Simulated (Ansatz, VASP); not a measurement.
**CaSe in VASP and in Ansatz**

```xyz
2
Lattice="0.0000 2.9560 2.9560 2.9560 0.0000 2.9560 2.9560 2.9560 0.0000" Properties=species:S:1:pos:R:3 pbc="T T T"
Ca    0.0000    0.0000   -0.4375
Se    2.9560    2.9560    2.9560
```

Change from the starting cell: all Ca atoms moved +0.438 Å, as atom 1 towards its neighbour atom 2 (Se) at 2.956 Å.

Alike in both runs: task single point; functional PBE; k mesh 8 × 8 × 8; occupations gaussian, width 0.05 eV; no spin polarisation.

|  | VASP | Ansatz |
| --- | --- | --- |
| version | VASP 6.6.1 | Ansatz 0.2.0 |
| potentials or method | VASP PAW PBE potentials, release 64 (Ca_sv, Se) | scalar-relativistic, plane waves, PAW |
| plane-wave cutoff (eV) | 520 | 420 |
| valence electrons in the cell | 16 | 26 |

|  | VASP | Ansatz | Ansatz less VASP |
| --- | --- | --- | --- |
| gap on the k mesh at the Fermi level (eV) | 2.37 | 2.38 | +0.009 |
| least direct gap on the mesh (eV) | 3.02 | 3.03 | +0.009 |
| pressure (GPa) | 5.3 | 5.1 | -0.21 |
| largest component of the traceless stress (GPa) | 9.49 | 9.37 | -0.123 |
| rms of the force components (eV/Å) | 1.337 | 1.319 | -0.0187 |

Atom by atom the forces differ by 0.019 eV/Å (rms over components). The two sets of potentials don't hold the same shells in valence.

Caveats: forces of over 1 eV/Å show positions far from the minimum, so gaps and moduli don't describe the material at rest. A k mesh can miss the band edges.
